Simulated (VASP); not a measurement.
Crystal: TiO.

```
CELL_PARAMETERS angstrom
3.03100 0.00000 0.00000
-1.51550 2.62492 0.00000
0.00000 0.00000 3.23770
ATOMIC_POSITIONS crystal
Ti 0.66667 0.33333 0.00000
O 0.00000 0.00000 0.50000
```

| Item | Value |
| --- | --- |
| Program | VASP 6.6.1 |
| Task | relaxation of cell and atoms |
| Functional | rev-vdW-DF2 |
| Potentials or basis | VASP PAW PBE potentials, release 64 (Ti_sv, O) |
| Cutoff | 600 eV |
| k mesh | 10 × 10 × 8 |
| Occupations | fermi-dirac, width 0.05 eV |
| Spin | no spin polarisation |

At the start: pressure -37.8 GPa; volume 12.88 Å³/atom.

Task: Where does the relaxation end?

Result: Over 9 steps the energy falls by 542.0 meV/atom and the volume is 9.62 Å³/atom (-25.3 %); space group P-6m2 (No. 187, to 0.05 Å).

The path:
| step | energy change (eV) | largest force (eV/Å) | pressure (GPa) | volume (Å³) |
| --- | --- | --- | --- | --- |
| 1 | 0.0000 | 0.0000 | -37.77 | 25.76 |
| 2 | -0.4515 | 0.0000 | 70.50 | 15.97 |
| 3 | -1.0820 | 0.0000 | -1.64 | 19.35 |
| 4 | -1.0830 | 0.0000 | -0.17 | 19.23 |
| 5 | -1.0828 | 0.0000 | 1.40 | 19.11 |
| 6 | -1.0837 | 0.0000 | -1.22 | 19.33 |
| 7 | -1.0840 | 0.0000 | -0.35 | 19.26 |
| 8 | -1.0840 | 0.0000 | 0.11 | 19.22 |
| 9 | -1.0840 | 0.0000 | 0.03 | 19.23 |

Final structure:
```
Ti O
1.0
     2.80790    0.00000    0.00000
    -1.40395    2.43171    0.00000
     0.00000    0.00000    2.81682
Ti O
1 1
Direct
  0.66667 0.33333 0.00000
  0.00000 0.00000 0.50000
```

Caveat: the volume moved by over 15 % at a fixed basis, so the end points are rough; the PAW data sets were made with another functional, which shifts forces and pressure a little; the volume moved by -25 % from the deposited cell, more than functionals usually miss.
